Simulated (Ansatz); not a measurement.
An ordered 8-atom cell of AlGa3As4 on the zincblende lattice (P-4m2), relaxed with r2SCAN. It is tetragonal, P-4m2 (No. 115); a = 4.013 Å, c = 11.319 Å in the conventional setting, 22.78 Å³ an atom. Al is surrounded by 4 As at 2.45 Å; As is surrounded by 2 Al at 2.45 Å and 2 Ga at 2.46 Å; Ga is surrounded by 4 As at 2.45–2.46 Å; As is surrounded by 4 Ga at 2.45 Å; Ga is surrounded by 4 As at 2.45 Å.

```
Al As Ga
1.0
     4.01291    0.00000    0.00000
     0.00000    4.01291    0.00000
     0.00000    0.00000   11.31930
Al As Ga
1 4 3
Cartesian
  0.0000 0.0000 0.0000
  0.0000 2.0065 1.4125
  2.0065 0.0000 4.2463
  0.0000 2.0065 7.0730
  2.0065 0.0000 9.9068
  2.0065 2.0065 2.8324
  0.0000 0.0000 5.6597
  2.0065 2.0065 8.4870
```

The questions ask for values computed with Ansatz on this geometry. No spin polarisation and no zero-point or thermal motion; the cell was built from a prototype and may be hypothetical.

Given (6×6×2 mesh): With PBE the gap is 0.79 eV and direct, at Γ.

(1) How does the gap change from PBE to r2SCAN (6×6×2)?

(2) Estimate the gap with HSE06 on 4×4×2.

(3) How does the gap change from PBE to PBE0 (4×4×2)?

Results:

(1) r2SCAN gives a direct gap of 1.29 eV at Γ. The gap differs by +0.50 eV from PBE's.

(2) HSE06 gives a direct gap of 1.67 eV at Γ. The gap differs by +0.88 eV from PBE's.

(3) The PBE0 gap is direct at Γ: 2.27 eV. The gap differs by +1.48 eV from PBE's.

Spin-orbit coupling is left out.

The meshes of the hybrids are coarse, so their gaps aren't converged to the digits shown.
